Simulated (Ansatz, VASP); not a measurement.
# BaTiO3: VASP beside Ansatz

File INCAR:

```
SYSTEM = BaTiO3
PREC = Accurate ; ENCUT = 520
EDIFF = 1E-6 ; ISMEAR = -1
SIGMA = 0.05 ; LREAL = .FALSE.
LASPH = .TRUE. ; NELM = 80
ALGO = Normal ; ISIF = 2
LWAVE = .FALSE. ; LCHARG = .FALSE.
GGA = CA ; NBANDS = 28
```

Contents of KPOINTS:

```
regular mesh
0
G
  7 7 7
  0 0 0
```

Contents of POSCAR:

```
BaTiO3
1.0
    3.9181485176      0.0000000000      0.0000000000
    0.0000000000      3.9181485176      0.0000000000
    0.0000000000      0.0000000000      3.9359769848
Ba Ti O
1 1 3
Direct
    0.0000000000      0.0000000000      0.0000000000
    0.5000000000      0.5000000000      0.4900000000
    0.0000000000      0.5000000000      0.5170000000
    0.5000000000      0.0000000000      0.5170000000
    0.5000000000      0.5000000000      0.0190000000
```

The input input.yaml:

```yaml
crystal:
  lattice:
    - [3.9181485176, 0.0, 0.0]
    - [0.0, 3.9181485176, 0.0]
    - [0.0, 0.0, 3.9359769848]
  atoms:
    - { symbol: Ba, position: [0.0, 0.0, 0.0] }
    - { symbol: Ti, position: [0.5, 0.5, 0.49] }
    - { symbol: O, position: [0.0, 0.5, 0.517] }
    - { symbol: O, position: [0.5, 0.0, 0.517] }
    - { symbol: O, position: [0.5, 0.5, 0.019] }
kpoints:
  mp_grid: { grid: [7, 7, 7] }
scf:
  occupations: { method: fermi_dirac, width: 0.05 }
hamiltonian:
  xc: lda
  pseudopotentials: { kind: all_electron, lapw: { basis_error: 0.002 } }
output:
  forces: true
  stress: true
  eigenvalues: true
```

Change from the starting cell: volume scaled by 0.94.

Alike in both runs: task single point; functional LDA; k mesh 7 × 7 × 7; occupations fermi-dirac, width 0.05 eV; no spin polarisation.

|  | VASP | Ansatz |
| --- | --- | --- |
| version | VASP 6.6.1 | Ansatz 0.2.0 |
| potentials or method | VASP PAW LDA potentials, release 64 (Ba_sv, Ti_sv, O) | all-electron LAPW, scalar-relativistic |
| plane-wave cutoff (eV) | 520 | see its input |

|  | VASP | Ansatz | Ansatz less VASP |
| --- | --- | --- | --- |
| gap on the k mesh at the Fermi level (eV) | 1.90 | 1.97 | +0.073 |
| least direct gap on the mesh (eV) | 2.03 | 2.06 | +0.030 |
| pressure (GPa) | 5.1 | 2.6 | -2.57 |
| largest component of the traceless stress (GPa) | 0.85 | 0.78 | -0.069 |
| rms of the force components (eV/Å) | 0.063 | 0.043 | -0.0199 |

Atom by atom the forces differ by 0.025 eV/Å (rms over components). Ansatz ran all-electron here, so the differences hold the error of VASP's frozen core and of both bases.

Caveats: spin-orbit coupling is left out, which moves the levels of the heavy elements; an odd mesh through Γ misses points on the zone boundary, where band edges often lie.
